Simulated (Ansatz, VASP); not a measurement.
## Two plane-wave programs on Al

```
Al
1.0
     0.00000    2.00736    2.00736
     2.00736    0.00000    2.00736
     2.00736    2.00736    0.00000
Al
1
Direct
  0.00000 0.00000 0.00000
```

Alike in both runs: task single point; functional PBEsol; k mesh 22 × 22 × 22; occupations fermi-dirac, width 0.1 eV; no spin polarisation.

```csv
,VASP,Ansatz
version,VASP 6.6.1,Ansatz 0.2.0
potentials or method,"VASP PAW PBE potentials, release 64 (Al)","plane waves (420 eV) with PAW, scalar-relativistic"
plane-wave cutoff (eV),520,420
valence electrons in the cell,3,3
```

```tsv
	VASP	Ansatz	Ansatz less VASP
pressure (GPa)	0.1	0.1	-0.06
```

Ansatz warned: «pseudo_functional_mismatch».

Caveats: the PAW data sets were made with another functional, which shifts forces and pressure a little (VASP).
